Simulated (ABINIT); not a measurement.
# ZrC (P6_3/mmc) in ABINIT: a series of runs

One crystal, ZrC, is run at these levels: PBEsol; tasks: single point.

Program: ABINIT 10.8.3 (patched build). These are calculated values, not measurements. Logs are shortened: lines on timing, memory, paths and dates and some standing lists are left out, and cuts for length are marked. The log counts tension as positive stress, the text compression.

### 1 The cell of the first run

It takes space group P6_3/mmc (No. 194, hexagonal). Conventional cell: a = 3.391 Å, b = 3.391 Å, c = 5.290 Å, α = 90.00°, β = 90.00°, γ = 120.00°. Zr (site symmetry -6m2) is surrounded by 6 C at 2.36 Å. C (site symmetry -3m) is surrounded by 6 Zr at 2.36 Å and 2 C at 2.65 Å.

The cell comes from a database or a generator and needn't be the stable form of this composition.

### 2 Single point, PBEsol, 13.17 Å³/atom (shear strain of 0 %)

run.abi reads:

```
pp_dirpath "./"
pseudos "Zr.GGA_PBE-JTH.xml, C.GGA_PBE-JTH.xml"

acell 3.3914762718 3.3914762718 5.290053 Angstrom
rprim
     1.0000000000     0.0000000000     0.0000000000
    -0.5000000000     0.8660254038     0.0000000000
     0.0000000000     0.0000000000     1.0000000000
ntypat 2
znucl 40 6
natom 4
typat 1 1 2 2
xred
     0.6666666667     0.3333333333     0.7500000000
     0.3333333333     0.6666666667     0.2500000000
     0.0000000000     0.0000000000     0.5000000000
     0.0000000000     0.0000000000     0.0000000000

ecut 517.016339 eV
pawecutdg 38.0
pawxcdev 0

kptopt 1
ngkpt 9 9 5
nshiftk 1
shiftk 0.0 0.0 0.0

ixc -116133

nband 20
occopt 3
tsmear 0.05 eV

nstep 100
tolvrs 1.0e-9

iomode 3
prtwf 0
prtden 0
prteig 0
prtebands 0
enunit 2
```

Potentials or basis: JTH PAW PBE v2.0.

Command:

```console
$ abinit run.abi > log 2>&1
```

run.abo:

```text
.Version 10.8.3 of ABINIT
 Symmetries : space group P6_3/m m c (#194); Bravais hP (primitive hexag.)
================================================================================
 Values of the parameters that define the memory need of the present run
     intxc =       0    ionmov =       0      iscf =      17    lmnmax =      18
     lnmax =       6     mgfft =      40  mpssoang =       3    mqgrid =    3001
     natom =       4  nloc_mem =       2    nspden =       1   nspinor =       1
    nsppol =       1      nsym =      24    n1xccc =       1    ntypat =       2
    occopt =       3   xclevel =       2
       mpw =        1424          nfft =       29160          nkpt =          36
 PAW method is used; the additional fine FFT grid is defined by:
   mgfftf=        60    nfftf =     77760
================================================================================
================================================================================

--------------------------------------------------------------------------------
------------- Echo of variables that govern the present computation ------------
--------------------------------------------------------------------------------
 -outvars: echo values of preprocessed input variables --------
            acell      6.4089613162E+00  6.4089613162E+00  9.9967513615E+00 Bohr
              amu      9.12240000E+01  1.20110000E+01
             ecut      1.90000000E+01 Hartree
           enunit           2
              ixc     -116133
         kptrlatt        9    0    0      0    9    0      0    0    5
          kptrlen      4.99837568E+01
            natom           4
            nband          20
            ngfft          27      27      40
          ngfftdg          36      36      60
             nkpt          36
            nstep         100
             nsym          24
           ntypat           2
           occopt           3
        pawecutdg      3.80000000E+01 Hartree
         pawxcdev           0
           prtden           0
        prtebands           0
           prteig           0
            prtwf           0
            rprim      1.0000000000E+00  0.0000000000E+00  0.0000000000E+00
                      -5.0000000000E-01  8.6602540380E-01  0.0000000000E+00
                       0.0000000000E+00  0.0000000000E+00  1.0000000000E+00
          spgroup         194
           tolvrs      1.00000000E-09
           tsmear      1.83746611E-03 Hartree
            typat      1  1  2  2
           useylm           1
           xangst      1.6957381359E+00  9.7903486925E-01  3.9675397500E+00
                      -2.8261649565E-16  1.9580697385E+00  1.3225132500E+00
                      -3.7652950444E-16  0.0000000000E+00  2.6450265000E+00
                      -3.7652950444E-16  0.0000000000E+00 -2.2024269908E-16
            xcart      3.2044806581E+00  1.8501077706E+00  7.4975635212E+00
                      -5.3406777544E-16  3.7002155412E+00  2.4991878404E+00
                      -7.1153764172E-16  0.0000000000E+00  4.9983756808E+00
                      -7.1153764172E-16  0.0000000000E+00 -4.1619838249E-16
[... 165 lines left out ...]
  -1.34621   -1.34201   -0.55915   -0.53333   -0.53333   -0.52969   -0.52969   -0.52644
  -0.00565    0.13065    0.21003    0.32390    0.32390    0.38719    0.38719    0.46087
   0.47207    0.47207    0.48676    0.48678
      occupation numbers for kpt#   1
   2.00000    2.00000    2.00000    2.00000    2.00000    2.00000    2.00000    2.00000
   2.00000    2.00000    2.00000    2.00000    2.00000    2.00000    2.00000    0.00000
   0.00000    0.00000    0.00000    0.00000
 prteigrs : prtvol=0 or 1, do not print more k-points.

 Fermi (or HOMO) energy (eV) =  11.61835   Average Vxc (eV)= -12.28731
 Eigenvalues (   eV  ) for nkpt=  36  k points:
 kpt#   1, nband= 20, wtk=  0.00247, kpt=  0.0000  0.0000  0.0000 (reduced coord)
 -36.63234  -36.51783  -15.21522  -14.51275  -14.51275  -14.41353  -14.41353  -14.32528
  -0.15373    3.55504    5.71529    8.81384    8.81384   10.53593   10.53593   12.54079
  12.84580   12.84580   13.24554   13.24585
 prteigrs : prtvol=0 or 1, do not print more k-points.

--- !EnergyTerms
iteration_state     : {dtset: 1, }
comment             : Components of total free energy in Hartree
kinetic             :  3.06796218846840E+01
hartree             :  1.41536822799761E+01
xc                  : -1.77027379169679E+01
Ewald energy        : -9.37968470512332E+01
psp_core            :  3.59478848924760E+00
local_psp           : -6.69947410782315E+01
PAW spherical_terms :  2.34933395790693E+01
internal            : -1.06572893813456E+02
'-kT*entropy'       : -2.34591373905548E-04
total_energy        : -1.06573128404830E+02
total_energy_eV     : -2.90000256046635E+03
...

--- !EnergyTermsDC
iteration_state     : {dtset: 1, }
comment             : '"Double-counting" decomposition of free energy'
band_energy         : -7.65785396949282E+00
Ewald energy        : -9.37968470512332E+01
psp_core            :  3.59478848924760E+00
xc_dc               : -1.20827290439719E+01
PAW spherical_terms :  3.36973061893034E+00
internal            : -1.06572910956520E+02
'-kT*entropy'       : -2.34591373905548E-04
total_energy_dc     : -1.06573145547894E+02
total_energy_dc_eV  : -2.90000302695289E+03
...

--- !EnergyTermsWithPAWCore
iteration_state     : {dtset: 1, }
comment             : 'Components of total free energy, including PAW core contributions'
Total energy        : -7.26955508534553E+03
Total energy DC     : -7.26955510248859E+03
Total energy (eV)   : -1.97814671263773E+05
Total energy DC (eV): -1.97814671730259E+05
...

 Cartesian components of stress tensor (hartree/bohr^3)
  sigma(1 1)=  2.89769432E-04  sigma(3 2)=  0.00000000E+00
  sigma(2 2)=  2.89769431E-04  sigma(3 1)=  0.00000000E+00
  sigma(3 3)=  2.29869942E-04  sigma(2 1)=  0.00000000E+00

-Cartesian components of stress tensor (GPa)         [Pressure= -7.9379E+00 GPa]
- sigma(1 1)=  8.52531101E+00  sigma(3 2)=  0.00000000E+00
- sigma(2 2)=  8.52531100E+00  sigma(3 1)=  0.00000000E+00
- sigma(3 3)=  6.76300718E+00  sigma(2 1)=  0.00000000E+00

== END DATASET(S) ==============================================================
================================================================================

 -outvars: echo values of variables after computation  --------
            acell      6.4089613162E+00  6.4089613162E+00  9.9967513615E+00 Bohr
           etotal     -1.0657314555E+02
            fcart     -0.0000000000E+00 -0.0000000000E+00 -0.0000000000E+00
                      -0.0000000000E+00 -0.0000000000E+00 -0.0000000000E+00
                      -0.0000000000E+00 -0.0000000000E+00 -0.0000000000E+00
                      -0.0000000000E+00 -0.0000000000E+00 -0.0000000000E+00
            rprim      1.0000000000E+00  0.0000000000E+00  0.0000000000E+00
                      -5.0000000000E-01  8.6602540380E-01  0.0000000000E+00
                       0.0000000000E+00  0.0000000000E+00  1.0000000000E+00
           strten      2.8976943157E-04  2.8976943119E-04  2.2986994176E-04
                       0.0000000000E+00  0.0000000000E+00  0.0000000000E+00
           xangst      1.6957381359E+00  9.7903486925E-01  3.9675397500E+00
                      -2.8261649565E-16  1.9580697385E+00  1.3225132500E+00
                      -3.7652950444E-16  0.0000000000E+00  2.6450265000E+00
                      -3.7652950444E-16  0.0000000000E+00 -2.2024269908E-16
             xred      6.6666666667E-01  3.3333333333E-01  7.5000000000E-01
                       3.3333333333E-01  6.6666666667E-01  2.5000000000E-01
                      -1.1102230246E-16  0.0000000000E+00  5.0000000000E-01
                      -1.1102230246E-16  0.0000000000E+00 -4.1633363423E-17
 Calculation completed.
```

Wall time 26 s (1 thread of Intel Xeon 6975P-C (Granite Rapids), shared host); peak memory 0.14 GiB.

Results:

```yaml
Free_energy: -2900.0030 eV
Pressure: -7.9 GPa
Band_gap_on_the_k_mesh: none (metal or under the smearing width)
Valence_electrons_inside_the_program's_atomic_spheres: Zr 9.07; C 2.35
```

Caveat: the PAW data sets were made with another functional, which shifts forces and pressure a little.

### 3 Single point, PBEsol, 13.17 Å³/atom (shear strain of -2 %)

run.abi: that of step 2 with these lines changed.

```diff
@@ -3,6 +3,6 @@
 
-acell 3.3914762718 3.3914762718 5.290053 Angstrom
+acell 3.3916458414 3.4208893471 5.290053 Angstrom
 rprim
-     1.0000000000     0.0000000000     0.0000000000
-    -0.5000000000     0.8660254038     0.0000000000
+     0.9999500037    -0.0099995000     0.0000000000
+    -0.5042867532     0.8635362590     0.0000000000
      0.0000000000     0.0000000000     1.0000000000
@@ -17,2 +17,5 @@
      0.0000000000     0.0000000000     0.0000000000
+chkprim 0
+chksymtnons 0
+tolsym 1.0e-6
```

Potentials or basis: JTH PAW PBE v2.0.

Command:

```console
$ abinit run.abi > log 2>&1
```

Run time: 70 s. Hardware: 1 thread of Intel Xeon 6975P-C (Granite Rapids), shared host; peak memory 0.21 GiB.

The run converged. Its results:

```
Free energy                                           : -2899.9947 eV
Pressure                                              : -7.9 GPa
Largest force                                         : 0.014 eV/Å
Band gap on the k mesh                                : none (metal or under the smearing width)
Valence electrons inside the program's atomic spheres : Zr 9.06; C 2.34
```

Caveat: the PAW data sets were made with another functional, which shifts forces and pressure a little.
